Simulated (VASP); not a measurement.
**BN: single point with PBEsol**

**Experimental background.**

A printed reference work, monograph reports, for a bulk crystal of BN at 300 K: band gap 6.4 eV (indirect).

Crystal: BN.

```
B N
1.0
     0.00000    1.80334    1.80334
     1.80334    0.00000    1.80334
     1.80334    1.80334    0.00000
B N
1 1
Cartesian
  0.0000 0.0000 0.0000
  0.9017 0.9017 0.9017
```

The cell is a database's computed one.

```
Program             : VASP 6.6.1
Task                : single point
Functional          : PBEsol
Potentials or basis : VASP PAW PBE potentials, release 64 (B, N)
Cutoff              : 520 eV
k mesh              : 16 × 16 × 16
Occupations         : gaussian, width 0.02 eV
Spin                : no spin polarisation
```

The pressure is 0.3 GPa and the band gap on the k mesh is 4.28 eV, indirect (least direct gap 8.79 eV).

Levels at points of the mesh, in eV from the valence-band top:
| k point | band 1 | band 2 | band 3 | band 4 | band 5 | band 6 | band 7 | band 8 |
| --- | --- | --- | --- | --- | --- | --- | --- | --- |
| (0.00, 0.00, 0.00) | -20.33 | 0.00 | 0.00 | 0.00 | 8.79 | 8.79 | 8.79 | 10.38 |
| (0.50, 0.00, 0.00) | -16.03 | -10.84 | -1.96 | -1.96 | 10.18 | 10.66 | 10.66 | 15.15 |
| (0.50, 0.50, 0.00) | -14.64 | -9.01 | -4.97 | -4.97 | 4.28 | 9.13 | 17.98 | 17.98 |

Wall time 7.6 s on 1 thread of Intel(R) Xeon(R) 6975P-C (Granite Rapids), on a shared host, peak memory 0.12 GiB.

A measured gap of BN is 6.4 eV (indirect; 300 K; a printed reference work, monograph); the calculated 4.28 eV misses it by -2.12 eV. The value is that of PBEsol on a finite k mesh, which can miss the band edges, without temperature or zero-point motion. Semilocal functionals fall short of measured gaps as a rule. The cell is a database's relaxed one, not the measured one, which moves gaps too.

Caveat: the PAW data sets were made with another functional, which shifts forces and pressure a little.
